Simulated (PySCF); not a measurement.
The vertical singlet excitations below were computed for one of the candidates. Theory: PySCF 2.14.0, density-fitted response routines, TDDFT PBE0/def2-SVPD, vertical, gas phase, core orbitals frozen in the response. Geometries: GFN2-xTB, one conformer each.

| state | λ (nm) | f |
| --- | --- | --- |
| S1 | 259.7 | 0.116 |
| S2 | 209.7 | 0.0057 |
| S3 | 188.6 | 0.0048 |
| S4 | 187.4 | 0.0067 |
| S5 | 185.9 | 0.0091 |
| S6 | 178.6 | 0.0069 |
| S7 | 175.8 | 0.0003 |
| S8 | 174.8 | 0.055 |

Triplets computed (Tamm–Dancoff): 2.84, 4.98, 5.82 eV.

Question: Which candidate is it? All have the formula C6H8.
A. 1,3-cyclohexadiene (`C1C=CCCC=1`)
B. 2-methyl-1-penten-3-yne (`C=C(C#CC)C`)
C. 1-hexen-3-yne (`C=CC#CCC`)

Answer: A. Its S1, at 4.77 eV, is the lowest among the candidates; the nearest of the others has S1 at 5.16 eV. S1 is HOMO→LUMO (98%). Löwdin shares by element: HOMO carbon 77% or more (atoms not listed hold the other 23%); LUMO carbon 77% or more (atoms not listed hold the other 23%). At the same level the other candidates give, for their lowest levels:
- `C=CC#CCC`: 240 nm (f 0.000); 225 nm (f 0.329); 202 nm (f 0.001); 193 nm (f 0.000); 175 nm (f 0.060); T1 3.39 eV; HOMO -6.72, LUMO -0.65 eV
- `C=C(C)C#CC`: 232 nm (f 0.000); 220 nm (f 0.318); 200 nm (f 0.000); 194 nm (f 0.001); 181 nm (f 0.002); T1 3.48 eV; HOMO -6.60, LUMO -0.42 eV
